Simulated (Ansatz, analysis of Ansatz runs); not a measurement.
# Migration in SnO2 (P4_2/mnm): V_O hop (2.6 Å), charge +2, part 2 of 4

Aim: the barrier of one jump in SnO2 (P4_2/mnm) at charge +2: V_O hop (2.6 Å). The model is a cell of 72 host atoms with 1 O taken out; O is the atom that moves.

Ansatz 0.2.0; plane-wave PAW DFT, PBEsol; nudged elastic band between two relaxed defect structures at fixed charge in a uniform background; PAW set soft_1.

So far: The structure; Relaxation of the start point, charge +2.

### Step 3. Relaxation of the end point, charge +2

Level of this step: plane-wave PAW DFT, PBEsol; relaxation of all atoms of a defect supercell at fixed charge in a uniform background; PAW set soft_1 (Ansatz).

The end point is relaxed in the same cell and settings, so that the two energies compare. Atoms more than 3.2 Å from the middle of the hop start where the first relaxation left them, the nearer ones on or close to their ideal places, with small random displacements.

Contents of qp2.end/input.yaml:

```yaml
crystal:
  lattice:
    - [9.53562392, 0.0, 0.0]
    - [0.0, 9.53562392, 0.0]
    - [0.0, 0.0, 9.63570775]
  atoms:
    - { symbol: Sn, position: [0.24890637, 0.25042378, 0.16624174] }
    - { symbol: Sn, position: [0.00566594, -0.005667, 1.54e-06] }
[... 4 atom lines left out ...]
    - { symbol: Sn, position: [0.24899341, 0.24949666, 0.4999979] }
[... 4 atom lines left out ...]
    - { symbol: O, position: [0.34686392, 0.34686392, 0.33333333] }
[... 5 atom lines left out ...]
    - { symbol: O, position: [0.34686392, 0.34686392, 0.66666667] }
[... 3 atom lines left out ...]
    - { symbol: O, position: [0.40563863, 0.59433692, 0.16931432] }
[... 10 atom lines left out ...]
    - { symbol: O, position: [0.40564083, 0.59433732, 0.83068492] }
[... 8 atom lines left out ...]
    - { symbol: Sn, position: [0.74978447, 0.25021471, 0.49999861] }
[... 1 atom line left out ...]
    - { symbol: O, position: [0.402986, 0.597014, 0.5] }
[... 15 atom lines left out ...]
    - { symbol: Sn, position: [0.75050278, 0.75100378, 0.50000014] }
    - { symbol: Sn, position: [0.5, 0.5, 0.33333333] }
[... 2 atom lines left out ...]
    - { symbol: O, position: [0.65313608, 0.65313608, 0.33333333] }
[... 2 atom lines left out ...]
    - { symbol: Sn, position: [0.5, 0.5, 0.66666667] }
[... 2 atom lines left out ...]
    - { symbol: O, position: [0.65313608, 0.65313608, 0.66666667] }
    - { symbol: O, position: [0.84547996, 0.84679576, 0.6669805] }
total_charge: 2
basis:
  ecutwfc: 420
  xc_grid: 2
hamiltonian:
  xc: pbesol
  pseudopotentials: { kind: paw, azcp: { folder: soft_1 }, xc_functional: pbe }
kpoints:
  mp_grid: { grid: [1, 1, 1], shift: [0.25, 0.25, 0.25] }
scf:
  occupations: { method: fixed }
  max_iter: 120
output:
  forces: true
relax:
  f_tol: 0.02
  max_steps: 70
  random_displacement: { amplitude: 0.01, seed: 655 }
```

Launch:

```console
> ansatz run input.yaml --threads 4 --pin off --max-ram 8478MiB --backend cpu --events-out ev --progress --plain --runs-dir out
```

Numbers of over 12 decimals in the logs are rounded to 6 here.

Log:

```text
[...]
Crystal: 71 atoms, lattice volume = 876.157 Å³
Basis set: ecut = 420 eV, 17081 PW (Γ), exchange–correlation on 128×128×144 points (8 copies of the dense FFT grid, shifted against one another)
Bands: 379, of which v1, the nominal top of the filled ones, is band 308 counted from 1 (307 counted from 0)
Symmetry: 1 space group operations
k-points: 1
[...]
SCF iter   1: F=—  HF=-169184.788476 eV  |F-HF|=—  |Δ(HF+E_count)|=         —  Δρ=7.30e-2  dr2=3.57e1  ethr=3.10e-3  ⟨swp⟩=4.0  Hψ=1368  notcnv=0  defer=68
[...]
SCF iter  10: F=-169175.486871 eV  HF=-169175.486871 eV  |F-HF|=3.63e-7  |Δ(HF+E_count)|=   1.10e-6  Δρ=1.93e-5  dr2=2.89e-6  ethr=1.62e-9  ⟨swp⟩=2.0  Hψ=1254  notcnv=0
SCF 1 converged in 10 iterations: F = -169175.486871 eV  dr2 = 2.89e-6
[...]
F+E_penalty+E_count = -169177.45915321 eV   max|allowed force component| = 5.434e-3 eV/Å
  atoms:
    - { symbol: Sn, position: [0.250851, 0.248530, 0.166297] }
    - { symbol: Sn, position: [-0.005245, 0.005292, 5.799785885771652e-5] }
[...]
- { symbol: Sn, position: [0.249909, 0.248611, 0.500058] }
[...]
- { symbol: O, position: [0.354220, 0.346454, 0.335999] }
[...]
- { symbol: O, position: [0.354341, 0.346452, 0.664086] }
[...]
- { symbol: Sn, position: [0.767053, 0.232992, 0.500057] }
    [... 1 atom left out ...]
    - { symbol: O, position: [0.412752, 0.587293, 0.500060] }
    [... 15 atoms left out ...]
    - { symbol: Sn, position: [0.751438, 0.750141, 0.500059] }
    - { symbol: Sn, position: [0.487070, 0.512903, 0.318962] }
    [... 2 atoms left out ...]
    - { symbol: O, position: [0.653588, 0.645715, 0.336030] }
    [... 2 atoms left out ...]
    - { symbol: Sn, position: [0.487143, 0.512978, 0.681153] }
    [... 2 atoms left out ...]
    - { symbol: O, position: [0.653584, 0.645838, 0.664116] }
    [... 1 atom left out ...]
[key lines of the parts left out:]
SCF converged after 7 iterations
Free energy (F): -169177.459153 eV
Fermi energy:    8.855394 eV
```

Elapsed: 85 s, on 4 threads of Arm Neoverse V1, shared host; peak memory 1.8 GiB.

The steps of the relaxation:

```
step  energy less that of the first step (eV)  largest force component (eV/Å)
   1                                   0.0000                          2.5774
   2                                  -1.6931                          0.7908
   3                                  -1.9475                          0.2498
   4                                  -1.9717                          0.0349
   5                                  -1.9723                          0.0054
```

The atoms that moved most (Å, from the sites as typed, ahead of the random displacement):

```
atom      dx      dy      dz  length
Sn25   0.165  -0.165   0.000   0.234
Sn42   0.165  -0.165   0.000   0.233
Sn67  -0.122   0.123   0.139   0.222
Sn61  -0.123   0.122  -0.139   0.222
 O50  -0.067   0.067  -0.124   0.156
 O38  -0.068   0.067   0.124   0.156
 O33  -0.067   0.067   0.124   0.156
 O22  -0.067   0.067  -0.124   0.156
```

Neighbours of O44 at the end:

```
atom  distance (Å)
Sn67         2.013
Sn61         2.013
Sn25         2.186
 O18         2.843
 O64         2.843
 O70         2.843
 O12         2.843
 O35         2.955
 O28         2.955
 O29         2.956
 O34         2.956
```

Read from the output:

| Property | Result |
| --- | --- |
| free energy | -169177.4592 eV |
| r.m.s. move of the farther half of the atoms | 0.03659 Å |
| largest move from the ideal geometry of this structure, a common shift of the far atoms taken out | 0.2388 Å |

The relaxation gained 1.972 eV and ended with a largest force component of 0.0054 eV/Å. The end lies within 1 meV of the start.

(Part 2 of 4 ends here.)

[Logs are printed without paths, hosts, clocks, repeated set-up lines and the standing remarks that a program may print on its own settings, such as how far it seeks lower states.]

[Hosts, paths, dates, database ids (printed as entryN), source tags and the programs' standing remarks are cut or masked in the printed files.]
